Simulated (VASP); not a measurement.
A run of VASP 6.6.1 is set up as follows.

File POSCAR:

```
Mg
1.0
    0.0000000000      2.2737890710      2.2737890710
    2.2737890710      0.0000000000      2.2737890710
    2.2737890710      2.2737890710      0.0000000000
Mg
1
Direct
    0.0000000000      0.0000000000      0.0000000000
```

The input INCAR.step1:

```
SYSTEM = Mg
ALGO = Normal
EDIFF = 1E-5
ENCUT = 520
GGA = PE
ISIF = 2
ISMEAR = -1
LASPH = .True.
LCHARG = .False.
LREAL = .False.
LWAVE = .True.
NELM = 60
PREC = Accurate
SIGMA = 0.1
```

INCAR.step2

```
SYSTEM = Mg
AEXX = 0.2
AGGAC = 0.81
AGGAX = 0.72
ALDAC = 0.19
ALGO = Normal
EDIFF = 1E-6
ENCUT = 520
GGA = B3
HFRCUT = -1
ISIF = 2
ISMEAR = -1
ISTART = 1
IVDW = 13
LASPH = .True.
LCHARG = .False.
LHFCALC = .True.
LREAL = .False.
LWAVE = .False.
NELM = 60
PREC = Accurate
PRECFOCK = Normal
SIGMA = 0.1
```

The input KPOINTS:

```
k-points
0
Gamma
  5 5 5
  0 0 0
```

Potentials or basis: VASP PAW PBE potentials, release 64 (Mg_pv).

Run with:

```bash
$ cat potpaw_PBE.64/Mg_pv/POTCAR > POTCAR
$ cp INCAR.step1 INCAR
$ mpirun -np 1 vasp_std > vasp.out
$ cp INCAR.step2 INCAR
$ mpirun -np 1 vasp_std > vasp.out
```

Question: What does it give for the pressure?

Answer: -1.8 GPa.

Question: Estimate the band gap on the k mesh.

Answer: None (metal or under the smearing width).

Question: Estimate the dispersion energy per atom.

Answer: -0.257 eV.

Caveat: the k mesh is coarse (spacing up to 0.48 Å⁻¹), so the values aren't converged, least of all with exact exchange; the PAW data sets were made with another functional, which shifts forces and pressure a little; pairwise dispersion overbinds metals, which lowers pressure and volume.
